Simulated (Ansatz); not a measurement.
# TiAl3 (Pmm2) in Ansatz: reference runs

How does TiAl3 come out in PBEsol? The cell is run as given and disturbed.

Program: Ansatz 0.2.0. These are calculated values, not measurements. Logs are shortened: lines on timing, memory, paths and dates and some standing lists are left out, and cuts for length are marked.

## Step 1: The structure

The structure is orthorhombic, space group Pmm2 (No. 25). Conventional cell: a = 2.840 Å, b = 4.681 Å, c = 4.901 Å, α = 90.00°, β = 90.00°, γ = 90.00°. Ti (site symmetry mm2) has 10 Al at 2.83 to 2.85 Å and 2 Ti at 2.84 Å as nearest neighbours. Al (site symmetry mm2) has 10 Al at 2.81 to 2.86 Å and 2 Ti at 2.85 Å as nearest neighbours. Al (site symmetry mm2) is surrounded by 8 Al at 2.81 to 2.86 Å and 4 Ti at 2.85 Å. Around Al (site symmetry mm2) lie 4 Ti at 2.83 to 2.84 Å and 8 Al at 2.84 to 2.86 Å.

The cell comes from a database or a generator and needn't be the stable form of this composition.

## Step 2: Single point, PBEsol

The input, input.yaml:

```yaml
crystal:
  lattice:
    - [2.839677, 0.0, 0.0]
    - [0.0, 4.681264, 0.0]
    - [0.0, 0.0, 4.900742]
  atoms:
    - { symbol: Ti, position: [0.0, 0.5, 0.165916] }
    - { symbol: Al, position: [0.0, 0.0, 0.8359] }
    - { symbol: Al, position: [0.5, 0.0, 0.330912] }
    - { symbol: Al, position: [0.5, 0.5, 0.667271] }
hamiltonian:
  xc: pbesol
  pseudopotentials: { kind: paw }
kpoints:
  mp_grid: { grid: [9, 6, 6] }
scf:
  occupations: { method: fermi_dirac, width: 0.05 }
output:
  forces: true
  stress: true
  eigenvalues: true
```

Potentials or basis: Ansatz PAW.

Started as:

```bash
$ ansatz run input.yaml --threads 2 --pin off --max-ram 5632MiB --backend cpu --events-out ev --progress --plain --runs-dir out
```

Output:

```text
Warning: RAYON_NUM_THREADS=2 ignored (pool sized by the plan → 2); use --threads N
Engine: ansatz 0.2.0, x86_64-unknown-linux-gnu
Pseudopotentials: kind: paw
Pseudopotential: Ti, paw, valence charge 12, recommended cutoff 420 eV (normal), Ti.paw.azcp
Pseudopotential: Al, paw, valence charge 3, recommended cutoff 420 eV (normal), Al.paw.azcp
Functional definition: PBEsol
  exchange = pbesol_x
  correlation = pbesol_c
Crystal: 4 atoms, lattice volume = 65.147 Å³
Basis set: ecut = 420 eV, 1279 PW (Γ), exchange–correlation on 40×64×72 points (8 copies of the dense FFT grid, shifted against one another)
Bands: 15, of which v1, the nominal top of the filled ones, is band 11 counted from 1 (10 counted from 0)
Symmetry: 4 space group operations
Space group: Pmm2 (ITA 25), of the structure as read, at distance tolerance 4.0e-5 Å
k-points: 80 of 324 (time reversal used)
Non-local potential: Ti, projectors of the file, l = 0: 3, l = 1: 2, l = 2: 3, l = 3: 1
Non-local potential: Al, projectors of the file, l = 0: 2, l = 1: 2, l = 2: 1
PAW form: soft (Blöchl's): semilocal exchange-correlation on the pseudo side does not see the compensation charge
PAW frozen core: Ti, regenerated for the run's functional, and the local potential with it (the file was generated under x = pbe(κ = 0.804, μ = 0.2195149727645171), c = pbe(β = 0.06672455060314922))
PAW frozen core: Al, regenerated for the run's functional, and the local potential with it (the file was generated under x = pbe(κ = 0.804, μ = 0.2195149727645171), c = pbe(β = 0.06672455060314922))
PAW one-centre angular grid: Ti, 590 points (default); XC on 64 Gauss nodes
PAW one-centre angular grid: Al, 110 points (default); XC on 64 Gauss nodes
Initial density: superposition of atomic densities (neutral atoms: chi_scale 0, normalization atom), corrected by the library's trained network
Initial wavefunctions: pseudopotential atomic-orbital guess
Functional: x = pbesol(κ = 0.804, μ = 0.12345679012345678), c = pbesol(β = 0.046)
SCF iter   1: F=—  HF=-4048.515049 eV  |F-HF|=—  |Δ(HF+E_count)|=         —  Δρ=3.65e-3  dr2=1.29e-2  ethr=1.77e-3  ⟨swp⟩=6.1  Hψ=7240  notcnv=0
preconditioner: auto → Kerker (q_TF=auto, 2.259 Å⁻¹)  [metal: Δε(μ)=0.002 eV  Ē_g=5.276 eV  σ=0.050 eV  W_gap=0.01  n_scr=10 (ndim 8)  ℏωp=16.6 eV  f_vac=0.000  D(μ)=2.60/eV (n_scr^D=22)]
SCF iter   2: F=—  HF=-4048.512587 eV  |F-HF|=—  |Δ(HF+E_count)|=   2.46e-3  Δρ=1.94e-3  dr2=4.35e-3  ethr=6.14e-5  ⟨swp⟩=2.0  Hψ=2083  notcnv=0
SCF iter   3: F=—  HF=-4048.511465 eV  |F-HF|=—  |Δ(HF+E_count)|=   1.12e-3  Δρ=2.63e-4  dr2=9.61e-5  ethr=2.07e-5  ⟨swp⟩=2.1  Hψ=1595  notcnv=0
SCF iter   4: F=—  HF=-4048.511423 eV  |F-HF|=—  |Δ(HF+E_count)|=   4.19e-5  Δρ=4.43e-5  dr2=1.18e-6  ethr=4.57e-7  ⟨swp⟩=2.1  Hψ=1625  notcnv=0
iter 5 did not close the SCF: its close was put off for the readings that it lacked (scf_convergence_deferred on its scf_iter line)
SCF iter   5: F=-4048.511422 eV  HF=-4048.511423 eV  |F-HF|=5.31e-8  |Δ(HF+E_count)|=   2.85e-7  Δρ=1.17e-5  dr2=8.15e-8  ethr=5.60e-9  ⟨swp⟩=2.4  Hψ=1986  notcnv=0
SCF iter   6: F=-4048.511422 eV  HF=-4048.511423 eV  |F-HF|=3.83e-9  |Δ(HF+E_count)|=   2.64e-8  Δρ=2.63e-6  dr2=5.07e-9  ethr=3.88e-10  ⟨swp⟩=2.1  Hψ=4437  notcnv=0
SCF 1 converged in 6 iterations: F = -4048.511422 eV  dr2 = 5.07e-9
SCF converged after 6 iterations
Free energy (F): -4048.511422 eV
Harris-Foulkes:  -4048.511423 eV  (|F-HF|=3.83e-9)
Internal energy: -4048.489436 eV  (E = F + TS)
E sigma→0 (E₀):  -4048.500429 eV
Entropy (-TS):   -0.021986 eV (-5.497 meV/atom)
Fermi energy:    9.267534 eV
--- Per-component energies (eV) ---
  E_band       = -157.669019
  E_kinetic    = 341.943198
  E_local      = -1292.493698  (includes V_loc(G=0)·N_el)
  E_nonlocal   = 41.318147
  E_hartree    = 571.628422
  E_xc         = -215.414859
  E_vxc        = -209.630051  (∫ρ·V_xc dr)
  E_paw        = -2387.248207  (= ΣΔE_a)
  E_vpaw       = -182.065731  (= ΣTr[D̂ρ^β])
  E_aug_tail   = 0.000108  (compensation charges beyond the density's cutoff)
  E_ewald      = -1108.419348
  E_core_change = 0.196801  (= ΣΔE_core)
  E_smearing   = -0.021986  (= −TS)
  E_closure    = 0.000000  (closes the sum)
  Σ components = -4048.511422   (vs F -4048.511422, Δ=0.00e0)
--- Forces (eV/Å), atoms counted from 1 ---
  atom   1  Ti     0.00000000     0.00000000    -0.04044212
  atom   2  Al     0.00000000     0.00000000     0.04898690
  atom   3  Al     0.00000000     0.00000000     0.00465866
  atom   4  Al     0.00000000     0.00000000    -0.01322256
  max |Σ_I F_I| component: 1.91e-5 eV/Å
--- Stress (GPa, compression-positive) ---
       -4.455749       0.000000       0.000000
        0.000000      -1.253242       0.000000
        0.000000       0.000000      -1.507870
  P = ⅓ Tr σ = -2.4056 GPa (-24.056 kbar)
--- Band table (eV; the first three rows and the last of 80) ---
  k-point 0: bands = ["-46.9766", "-23.4129", "-23.4093", "-23.0465", "-0.8447", "4.2088", "5.4504", "5.7945", "6.6409", "8.5011", "8.9021", "11.6146", "11.6832", "11.9787", "12.0611"]
  k-point 1: bands = ["-46.9766", "-23.4129", "-23.4098", "-23.0465", "-0.6767", "3.3166", "5.6958", "5.8161", "7.5355", "8.4331", "8.7763", "11.3062", "11.5858", "11.6864", "11.8913"]
  k-point 2: bands = ["-46.9766", "-23.4128", "-23.4110", "-23.0465", "-0.1992", "2.0385", "5.8624", "6.2596", "8.0173", "8.2954", "8.7634", "11.5218", "11.5305", "11.6439", "11.6928"]
  k-point 79: bands = ["-46.9237", "-23.4790", "-23.3634", "-23.3574", "4.9322", "5.1705", "5.1763", "6.8642", "6.9085", "6.9798", "8.0452", "9.4763", "10.2695", "11.3252", "11.7127"]
```

Wall time 1.9 s (2 threads of Intel Xeon 6975P-C (Granite Rapids), shared host); peak memory 0.45 GiB.

Results:

* Free energy: -4048.5114 eV
* Pressure: -2.4 GPa
* Largest force: 0.049 eV/Å
* Band gap on the k mesh: none (metal or under the smearing width)

Forces on the atoms (eV/Å):
```
Ti   0.000  0.000 -0.040
Al   0.000  0.000  0.049
Al   0.000  0.000  0.005
Al   0.000  0.000 -0.013
```

Levels at points of the mesh, in eV from the Fermi level:
```csv
k point,band 7,band 8,band 9,band 10,band 11,band 12,band 13,band 14,band 15
"(0.00, 0.00, 0.00)",-3.82,-3.47,-2.63,-0.77,-0.37,2.35,2.42,2.71,2.79
"(0.00, 0.00, -0.50)",-3.38,-2.23,-2.09,-1.04,-0.27,2.24,2.28,2.43,3.24
"(0.00, -0.50, 0.00)",-3.48,-3.10,-1.99,-1.47,-0.13,2.26,2.36,2.67,3.10
"(0.00, -0.50, -0.50)",-7.01,-4.78,-0.15,-0.02,0.76,2.27,2.28,3.70,4.98
```

Caveat: the PAW data sets come from PBE, with cores solved anew for the run's functional, which leaves a small shift of forces and pressure.

## Step 3: Single point, PBEsol (atoms moved at random, drawn with an rms of 0.05 Å)

The input, input.yaml:

```yaml
crystal:
  lattice:
    - [2.839677, 0.0, 0.0]
    - [0.0, 4.681264, 0.0]
    - [0.0, 0.0, 4.900742]
  atoms:
    - { symbol: Ti, position: [-0.004587, 0.500526, 0.160165] }
    - { symbol: Al, position: [-0.003898, -0.004037, 0.833318] }
    - { symbol: Al, position: [0.490941, -0.000278, 0.324096] }
    - { symbol: Al, position: [0.491032, 0.495619, 0.675241] }
hamiltonian:
  xc: pbesol
  pseudopotentials: { kind: paw }
kpoints:
  mp_grid: { grid: [9, 6, 6] }
scf:
  occupations: { method: fermi_dirac, width: 0.05 }
output:
  forces: true
  stress: true
  eigenvalues: true
```

Potentials or basis: Ansatz PAW.

Started as:

```bash
$ ansatz run input.yaml --threads 2 --pin off --max-ram 5632MiB --backend cpu --events-out ev --progress --plain --runs-dir out
```

Wall time 3.4 s (2 threads of Intel Xeon 6975P-C (Granite Rapids), shared host); peak memory 0.53 GiB.

Results (log left out):

| Property | Result |
| --- | --- |
| Free energy | -4048.4940 eV |
| Pressure | -2.2 GPa |
| Largest force | 0.459 eV/Å |
| Band gap on the k mesh | none (metal or under the smearing width) |

Forces on the atoms (eV/Å):
```
Ti  -0.062 -0.049  0.327
Al  -0.028  0.034 -0.045
Al   0.044 -0.006  0.174
Al   0.046  0.020 -0.456
```

Stress tensor (GPa, compression positive):
```
-3.94  0.00 -0.02
 0.00 -1.22 -0.07
-0.02 -0.07 -1.38
```

Levels at points of the mesh, in eV from the Fermi level:
```csv
k point,band 8,band 9,band 10,band 11,band 12,band 13,band 14,band 15
"(0.00, 0.00, 0.00)",-3.46,-2.58,-0.75,-0.36,2.35,2.43,2.73,2.79
"(0.00, 0.00, -0.50)",-2.30,-1.99,-1.04,-0.26,2.24,2.30,2.44,3.28
"(0.00, -0.50, 0.00)",-3.11,-1.95,-1.49,-0.14,2.26,2.36,2.68,3.11
"(0.00, -0.50, -0.50)",-4.76,-0.14,-0.02,0.78,2.27,2.29,3.64,5.04
```

Caveat: the PAW data sets come from PBE, with cores solved anew for the run's functional, which leaves a small shift of forces and pressure.
